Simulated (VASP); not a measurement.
# ZnS (Wurtzite-2H) (P6_3mc) in VASP: notebook

The runs below take ZnS (Wurtzite-2H) through dielectric tensor, with PBE.

All numbers are computed with VASP 6.6.1; they aren't measurements. Logs are shortened: lines on timing, memory, paths and dates and some standing lists are left out, and cuts for length are marked.

## Step 1: Starting point

Symmetry: P6_3mc, No. 186, hexagonal system. Conventional cell: a = 3.811 Å, b = 3.811 Å, c = 6.234 Å, α = 90.00°, β = 90.00°, γ = 120.00°. Around Zn (site symmetry 3m) lie 4 S at 2.31 to 2.40 Å. S (site symmetry 3m) has 4 Zn at 2.31 to 2.40 Å as nearest neighbours.

## Step 2: Dielectric tensor, PBE

File INCAR:

```
PREC = Accurate
ENCUT = 600
EDIFF = 1E-8
ISMEAR = 0
SIGMA = 0.01
LREAL = F
LASPH = T
NELM = 100
ALGO = Normal
ISIF = 2
LWAVE = F
LCHARG = F
GGA = PE
LEPSILON = T
```

File KPOINTS:

```
Automatic mesh
0
Gamma
  5 5 3
```

File POSCAR:

```
ZnS
1.0
    3.8110000000      0.0000000000      0.0000000000
   -1.9055000000      3.3004228138      0.0000000000
    0.0000000000      0.0000000000      6.2340000000
Zn S
2 2
Direct
    0.6666666667      0.3333333333      0.5000000000
    0.3333333333      0.6666666667      0.0000000000
    0.6666666667      0.3333333333      0.8850000000
    0.3333333333      0.6666666667      0.3850000000
```

Potentials or basis: VASP PAW PBE potentials, release 64 (Zn, S).

Command:

```sh
> cat potpaw_PBE.64/Zn/POTCAR potpaw_PBE.64/S/POTCAR > POTCAR
> mpirun -np 1 vasp_std > vasp.out
```

OUTCAR:

```text
PREC = Accurate
   ENCUT = 600
   EDIFF = 1E-8
   ISMEAR = 0
   LREAL = F
   LASPH = T
   NELM = 100
   ISIF = 2
   GGA = PE
   LEPSILON = T

 Found     10 irreducible k-points:

 Following reciprocal coordinates:
            Coordinates               Weight
  0.000000  0.000000  0.000000      1.000000
  0.200000  0.000000  0.000000      6.000000
  0.400000  0.000000  0.000000      6.000000
  0.200000  0.200000  0.000000      6.000000
  0.400000  0.200000  0.000000      6.000000
  0.000000  0.000000  0.333333      2.000000
   k-points           NKPTS =     10   k-points in BZ     NKDIM =     10   number of bands    NBANDS=     22
   number of dos      NEDOS =    301   number of ions     NIONS =      4
   total plane-waves  NPLWV =  45000
   dimension x,y,z NGX =    30 NGY =   30 NGZ =   50
   dimension x,y,z NGXF=    60 NGYF=   60 NGZF=  100
   ions per type =               2   2
   NGX,Y,Z   is equivalent  to a cutoff of  13.09, 13.09, 13.33 a.u.
   NGXF,Y,Z  is equivalent  to a cutoff of  26.17, 26.17, 26.67 a.u.
 SYSTEM =  unknown system
   PREC   = accura    normal or accurate (medium, high low for compatibility)
   ISTART =      0    job   : 0-new  1-cont  2-samecut
   ICHARG =      2    charge: 1-file 2-atom 10-const
   ISPIN  =      1    spin polarized calculation?
   LNONCOLLINEAR =      F non collinear calculations
   LSORBIT =      F    spin-orbit coupling
   LASPH  =      T    aspherical Exc in radial PAW
   ENCUT  =  600.0 eV  44.10 Ry    6.64 a.u.   7.61  7.61 12.45*2*pi/ulx,y,z
   NELM   =    100;   NELMIN=  2; NELMDL= -5     # of ELM steps
   EDIFF  = 0.1E-07   stopping-criterion for ELM
   LREAL  =      F    real-space projection
   EDIFFG = 0.1E-06   stopping-criterion for IOM
   NSW    =      0    number of steps for IOM
   IBRION =     -1    ionic relax: 0-MD 1-quasi-New 2-CG
   NFREE  =      0    steps in history (QN), initial steepest desc. (CG)
   ISIF   =      2    stress and relaxation
   ISYM   =      2    0-nonsym 1-usesym 2-fastsym
   POTIM  = 0.5000    time-step for ionic-motion
   TEBEG  =    0.0;   TEEND  =   0.0 temperature during run
   PSTRESS=    0.0 pullay stress
   NELECT =      36.0000    total number of electrons
   NUPDOWN=      -1.0000    fix difference up-down
   EMIN   =  10.00;   EMAX   =-10.00  energy-range for DOS
   EFERMI =   0.00;   METHOD = LEGACY
   ISMEAR =     0;   SIGMA  =   0.01  broadening in eV -4-tet -1-fermi 0-gaus
   EFERMI_NEDOS =   21; number of points for ismear=-14 and -15
   IALGO  =     38    algorithm
   IMIX   =      4    mixing-type and parameters
     AMIX     =   0.40;   BMIX     =  1.00
     AMIX_MAG =   1.60;   BMIX_MAG =  1.00
  volume/ion in A,a.u.               =      19.60       132.29
  Fermi-wavevector in a.u.,A,eV,Ry     =   1.262943  2.386617 21.701647  1.595026
  Thomas-Fermi vector in A             =   2.396326
   LORBIT       =      0    0 simple, 1 ext, 2 COOP (PROOUT), +10 PAW based schemes
[... 204 lines left out ...]
  free  energy   TOTEN  =       -13.6401515525 eV

  energy  without entropy=      -13.6401515525  energy(sigma->0) =      -13.64015155

 HEAD OF MICROSCOPIC STATIC DIELECTRIC TENSOR (INDEPENDENT PARTICLE, excluding Hartree and local field effects)
 ------------------------------------------------------
           6.820365     0.000000     0.000000
           0.000000     6.820365     0.000000
           0.000000     0.000000     6.594099
 ------------------------------------------------------

 Free energy of the ion-electron system (eV)
  ---------------------------------------------------
  ---------------------------------------------------
  free energy    TOTEN  =        -1.26729757 eV

  energy without entropy =       -1.26729757

------------------------ aborting loop because EDIFF is reached ----------------------------------------

--------------------------------------- Ionic step        2  -------------------------------------------

------------------------ aborting loop because EDIFF is reached ----------------------------------------

--------------------------------------- Ionic step        3  -------------------------------------------

 Free energy of the ion-electron system (eV)
  ---------------------------------------------------
  ---------------------------------------------------
  free energy    TOTEN  =        -1.22360432 eV

  energy without entropy =       -1.22360432

------------------------ aborting loop because EDIFF is reached ----------------------------------------

 PIEZOELECTRIC TENSOR FIELD DIRECTION 3  (e Angst)
 -----------------------------------------------------------------------------
     1.70090  0.00000  0.00000           ( -0.01446  0.00000  0.00000)
     0.00000  1.70090 -0.00000           (  0.00000 -0.01446  0.00000)
     0.00000  0.00000 -4.07296           (  0.00000  0.00000  0.00827)

 PIEZOELECTRIC TENSOR FIELD DIRECTION 3  (C/m^2)
 -----------------------------------------------------------------------------
     0.34755  0.00000  0.00000
     0.00000  0.34755 -0.00000
     0.00000  0.00000 -0.83223

 MACROSCOPIC STATIC DIELECTRIC TENSOR (including local field effects in DFT)
 ------------------------------------------------------
           6.426988     0.000000     0.000000
           0.000000     6.426988    -0.000000
          -0.000000     0.000000     6.224895
 ------------------------------------------------------

 PIEZOELECTRIC TENSOR (including local field effects)  for field in x, y, z        (e  Angst)
          XX          YY          ZZ          XY          YZ          ZX
  --------------------------------------------------------------------------------
  x     0.00000    -0.00000     0.00000     0.00000     0.00000     1.74271
  y     0.00000    -0.00000    -0.00000     0.00000     1.74271     0.00000
  z     1.70090     1.70090    -4.07296     0.00000     0.00000     0.00000

 PIEZOELECTRIC TENSOR (including local field effects)  for field in x, y, z        (C/m^2)
          XX          YY          ZZ          XY          YZ          ZX
  --------------------------------------------------------------------------------
  x     0.00000    -0.00000     0.00000     0.00000     0.00000     0.35609
  y     0.00000    -0.00000    -0.00000     0.00000     0.35609     0.00000
  z     0.34755     0.34755    -0.83223     0.00000     0.00000     0.00000

 BORN EFFECTIVE CHARGES (including local field effects) (in |e|, cummulative output)
 ---------------------------------------------------------------------------------
 ion    1
    1     2.04979     0.00000     0.00000
    2    -0.00000     2.04979     0.00000
    3     0.00000     0.00000     2.09054
 ion    2
    1     2.04979     0.00000     0.00000
    2     0.00000     2.04979     0.00000
    3     0.00000     0.00000     2.09054
 ion    3
    1    -2.04979     0.00000     0.00000
    2     0.00000    -2.04979     0.00000
    3     0.00000     0.00000    -2.09054
 ion    4
    1    -2.04979     0.00000     0.00000
    2     0.00000    -2.04979     0.00000
    3     0.00000     0.00000    -2.09054
```

OSZICAR:

```text
[... 13 lines left out ...]
RMM:   6    -0.122098349545E+01    0.60310E-03   -0.91579E-04   718   0.146E-01    0.244E-02
RMM:   7    -0.122304111376E+01   -0.20576E-02   -0.94138E-05   744   0.494E-02    0.114E-02
RMM:   8    -0.122356522786E+01   -0.52411E-03   -0.14737E-05   738   0.183E-02    0.204E-03
RMM:   9    -0.122357633363E+01   -0.11106E-04    0.26947E-07   753   0.496E-03    0.969E-04
RMM:  10    -0.122359844080E+01   -0.22107E-04    0.57536E-07   703   0.186E-03    0.401E-04
RMM:  11    -0.122360920979E+01   -0.10769E-04   -0.16196E-07   773   0.709E-04    0.129E-04
RMM:  12    -0.122360404755E+01    0.51622E-05   -0.90542E-07   714   0.377E-04    0.420E-05
RMM:  13    -0.122360406436E+01   -0.16816E-07   -0.54075E-07   526   0.207E-04    0.230E-05
RMM:  14    -0.122360432249E+01   -0.25813E-06    0.59371E-07   408   0.166E-04    0.525E-06
```

stdout:

```text
POSCAR found type information on POSCAR ZnS
 POSCAR found :  2 types and       4 ions
 scaLAPACK will be used
 LDA part: xc-table for (Slater+PW92), standard interpolation
 POSCAR, INCAR and KPOINTS ok, starting setup
 FFT: planning ... GRIDC
 FFT: planning ... GRID_SOFT
 FFT: planning ... GRID
 WAVECAR not read
 entering main loop
 Linear response reoptimize wavefunctions to high precision
 Linear response G [H, r] |phi>, progress :
  Direction:   1
 Linear response G [H, r] |phi>, progress :
  Direction:   2
 Linear response G [H, r] |phi>, progress :
  Direction:   3
 Linear response to external field (no local field effect), progress :
  Direction:   1
 dielectric tensor                  component  1 :     5.762    -1.942    -0.385
 Linear response to external field (no local field effect), progress :
  Direction:   2
 dielectric tensor                  component  2 :    -1.942     7.879    -0.420
 Linear response to external field (no local field effect), progress :
  Direction:   3
 dielectric tensor                  component  3 :    -0.385    -0.420     6.594
 Linear response to external field, progress :
  Direction:   1
 dielectric tensor                  component  1 :     6.427    -0.522     0.000
 Linear response to external field, progress :
  Direction:   2
 dielectric tensor                  component  2 :    -1.261     6.427     0.000
 Linear response to external field, progress :
  Direction:   3
 dielectric tensor                  component  3 :    -0.386    -0.418     6.225
 Born effective charges drift removed
```

Run time: 3.1 min. Hardware: 1 thread of Intel Xeon Platinum 8488C (Sapphire Rapids), shared host; peak memory 0.28 GiB.

The run converged, but some of its settings lie outside the range that counts as converged, so its numbers aren't taken as properties of the crystal.

What came out:

```yaml
Band_gap_on_the_k_mesh: 2.25 eV, direct
Electronic_dielectric_tensor_diagonal: 6.43, 6.43, 6.22
Born_charges_mean_of_the_diagonal: Zn +2.06; S -2.06 e
```

## Step 3: Dielectric tensor, PBE

Changes to INCAR since step 2:

```diff
@@ -1,3 +1,3 @@
 PREC = Accurate
-ENCUT = 600
+ENCUT = 300
 EDIFF = 1E-8
```

File KPOINTS:

```
Automatic mesh
0
Gamma
  8 8 4
```

POSCAR is that of step 2.

Potentials or basis: VASP PAW PBE potentials, release 64 (Zn, S).

Command:

```sh
> cat potpaw_PBE.64/Zn/POTCAR potpaw_PBE.64/S/POTCAR > POTCAR
> mpirun -np 1 vasp_std > vasp.out
```

OUTCAR:

```text
PREC = Accurate
   ENCUT = 300
   EDIFF = 1E-8
   ISMEAR = 0
   LREAL = F
   LASPH = T
   NELM = 100
   ISIF = 2
   GGA = PE
   LEPSILON = T

 Found     30 irreducible k-points:

 Following reciprocal coordinates:
            Coordinates               Weight
  0.000000  0.000000  0.000000      1.000000
  0.125000  0.000000  0.000000      6.000000
  0.250000  0.000000  0.000000      6.000000
  0.375000  0.000000  0.000000      6.000000
  0.500000  0.000000  0.000000      3.000000
  0.125000  0.125000  0.000000      6.000000
   k-points           NKPTS =     30   k-points in BZ     NKDIM =     30   number of bands    NBANDS=     22
   number of dos      NEDOS =    301   number of ions     NIONS =      4
   total plane-waves  NPLWV =  20736
   dimension x,y,z NGX =    24 NGY =   24 NGZ =   36
   dimension x,y,z NGXF=    48 NGYF=   48 NGZF=   72
   ions per type =               2   2
   NGX,Y,Z   is equivalent  to a cutoff of  10.47, 10.47,  9.60 a.u.
   NGXF,Y,Z  is equivalent  to a cutoff of  20.94, 20.94, 19.20 a.u.
 SYSTEM =  unknown system
   PREC   = accura    normal or accurate (medium, high low for compatibility)
   ISTART =      0    job   : 0-new  1-cont  2-samecut
   ICHARG =      2    charge: 1-file 2-atom 10-const
   ISPIN  =      1    spin polarized calculation?
   LNONCOLLINEAR =      F non collinear calculations
   LSORBIT =      F    spin-orbit coupling
   LASPH  =      T    aspherical Exc in radial PAW
[... 270 lines left out ...]
 -----------------------------------------------------------------------------
     1.66886  0.00000 -0.00000           ( -0.01427  0.00000  0.00000)
     0.00000  1.66886 -0.00000           (  0.00000 -0.01427 -0.00000)
     0.00000 -0.00000 -3.99695           (  0.00000 -0.00000  0.00820)

 PIEZOELECTRIC TENSOR FIELD DIRECTION 3  (C/m^2)
 -----------------------------------------------------------------------------
     0.34100  0.00000 -0.00000
     0.00000  0.34100 -0.00000
     0.00000 -0.00000 -0.81670

 MACROSCOPIC STATIC DIELECTRIC TENSOR (including local field effects in DFT)
 ------------------------------------------------------
           5.877395     0.000000     0.000000
           0.000000     5.877395     0.000000
           0.000000     0.000000     5.935634
 ------------------------------------------------------

 PIEZOELECTRIC TENSOR (including local field effects)  for field in x, y, z        (e  Angst)
          XX          YY          ZZ          XY          YZ          ZX
  --------------------------------------------------------------------------------
  x     0.00000    -0.00000     0.00000     0.00000     0.00000     1.66504
  y     0.00000    -0.00000     0.00000     0.00000     1.66504     0.00000
  z     1.66886     1.66886    -3.99695     0.00000     0.00000     0.00000

 PIEZOELECTRIC TENSOR (including local field effects)  for field in x, y, z        (C/m^2)
          XX          YY          ZZ          XY          YZ          ZX
  --------------------------------------------------------------------------------
  x     0.00000    -0.00000     0.00000     0.00000     0.00000     0.34022
  y     0.00000    -0.00000     0.00000     0.00000     0.34022     0.00000
  z     0.34100     0.34100    -0.81670     0.00000     0.00000     0.00000

 BORN EFFECTIVE CHARGES (including local field effects) (in |e|, cummulative output)
 ---------------------------------------------------------------------------------
 ion    1
    1     1.94837     0.00000     0.00000
    2     0.00000     1.94837     0.00000
    3    -0.00000     0.00000     2.05320
 ion    2
    1     1.94837     0.00000     0.00000
    2     0.00000     1.94837    -0.00000
    3     0.00000     0.00000     2.05320
 ion    3
    1    -1.94837     0.00000     0.00000
    2     0.00000    -1.94837     0.00000
    3     0.00000     0.00000    -2.05320
 ion    4
    1    -1.94837     0.00000     0.00000
    2     0.00000    -1.94837     0.00000
    3     0.00000    -0.00000    -2.05320
```

Wall time 2.6 min (1 thread of Intel Xeon Platinum 8488C (Sapphire Rapids), shared host); peak memory 0.26 GiB.

The run converged, but some of its settings lie outside the range that counts as converged, so its numbers aren't taken as properties of the crystal.

Results:

* Band gap on the k mesh: 2.25 eV, direct
* Electronic dielectric tensor (diagonal): 5.88, 5.88, 5.94
* Born charges (mean of the diagonal): Zn +1.98; S -1.98 e

[end of part 1 of 2]
